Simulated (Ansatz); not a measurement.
# Al3Cu2: the cost of one run

Computed with Ansatz 0.2.0 (DFT PBE, scalar-relativistic, plane waves, PAW, unless a step's input says otherwise).

### 1 Starting point

The structure is hexagonal, space group P6_3/mmc (No. 194). The conventional cell has a = 2.741 Å, b = 2.741 Å, c = 22.266 Å, α = 90.00°, β = 90.00°, γ = 120.00°. Al (site symmetry -6m2) is surrounded by 12 Al at 2.73 to 2.74 Å. Al (site symmetry 3m) has 9 Al at 2.73 to 2.74 Å and 3 Cu at 2.73 Å as nearest neighbours. Around Cu (site symmetry 3m) lie 3 Al at 2.73 Å and 9 Cu at 2.73 to 2.74 Å.

Coordinates:

```
CELL_PARAMETERS angstrom
2.74056 0.00000 0.00000
-1.37028 2.37339 0.00000
0.00000 0.00000 22.26576
ATOMIC_POSITIONS crystal
Al 0.33333 0.66667 0.75000
Al 0.33333 0.66667 0.15000
Al 0.33333 0.66667 0.35000
Al 0.66667 0.33333 0.85000
Al 0.66667 0.33333 0.25000
Al 0.66667 0.33333 0.65000
Cu 0.33333 0.66667 0.95000
Cu 0.33333 0.66667 0.55000
Cu 0.66667 0.33333 0.05000
Cu 0.66667 0.33333 0.45000
```

The start is an ordering of an alloy on its end members' structure types: elements ordered on the sites of the Cr type, Cu/Al on Cr (P6_3/mmc, No. 194).

### 2 Probe: one point on a coarse mesh

input.yaml

```yaml
crystal:
  lattice:
    - [2.74055654, 0.0, 0.0]
    - [-1.37027827, 2.37339159, 0.0]
    - [0.0, 0.0, 22.26575857]
  atoms:
    - { symbol: Al, position: [0.33333333, 0.66666667, 0.75] }
    - { symbol: Al, position: [0.33333333, 0.66666667, 0.15] }
    - { symbol: Al, position: [0.33333333, 0.66666667, 0.35] }
    - { symbol: Al, position: [0.66666667, 0.33333333, 0.85] }
    - { symbol: Al, position: [0.66666667, 0.33333333, 0.25] }
    - { symbol: Al, position: [0.66666667, 0.33333333, 0.65] }
    - { symbol: Cu, position: [0.33333333, 0.66666667, 0.95] }
    - { symbol: Cu, position: [0.33333333, 0.66666667, 0.55] }
    - { symbol: Cu, position: [0.66666667, 0.33333333, 0.05] }
    - { symbol: Cu, position: [0.66666667, 0.33333333, 0.45] }
basis:
  ecutwfc: 420
kpoints:
  mp_grid: { grid: [6, 6, 1] }
hamiltonian:
  xc: pbe
scf:
  occupations: { method: gaussian, width: 0.1 }
  lower_state_search: "off"
output:
  forces: true
  stress: true
  eigenvalues: true
```

Started as:

```bash
$ ansatz run input.yaml --threads 1 --pin off --max-ram 2560MiB --backend cpu --events-out ev --progress --plain --runs-dir out
```

**Question.** How long does this run take on 1 thread of Arm Neoverse V2, shared host, and how much memory does it need?

About 4 s, with a peak of 0.39 GiB.
